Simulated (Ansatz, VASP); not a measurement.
# CuAu: VASP beside Ansatz

```
CELL_PARAMETERS angstrom
2.74333 0.00000 0.00000
0.00000 2.74333 0.00000
0.00000 0.00000 3.59572
ATOMIC_POSITIONS crystal
Cu 0.50000 0.50000 0.50000
Au 0.00000 0.00000 0.00000
```

Change from the starting cell: volume scaled by 0.9405, PAW files.

Alike in both runs: task electric field gradients; functional PBE; k mesh 13 × 13 × 10; occupations fermi-dirac, width 0.05 eV; no spin polarisation.

|  | VASP | Ansatz |
| --- | --- | --- |
| version | VASP 6.6.1 | Ansatz 0.2.0 |
| potentials or method | VASP PAW PBE potentials, release 64 (Cu, Au) | PAW with Ansatz's default frozen-core files, scalar-relativistic |
| plane-wave cutoff (eV) | 520 | 420 |
| valence electrons in the cell | 22 | 38 |

Ansatz gave:

```
pressure (GPa)                                                 : 19.4
largest component of the traceless stress (GPa)                : 0.52
Vzz of the field gradient on the site that differs most (V/Å²) : 63.8
```

Question: What did VASP give for the same quantities?

Answer: Pressure (GPa): 19.3; largest component of the traceless stress (GPa): 0.41; Vzz of the field gradient on the site that differs most (V/Å²): 94.6.

The two sets of potentials don't hold the same shells in valence. Ansatz warned: «gradients_without_spin_orbit».

Caveats: so large a pressure means that the cell lies far from this level's equilibrium, or that cutoff or potentials fall short (VASP). Spin-orbit coupling is left out, which matters for the levels of Au.
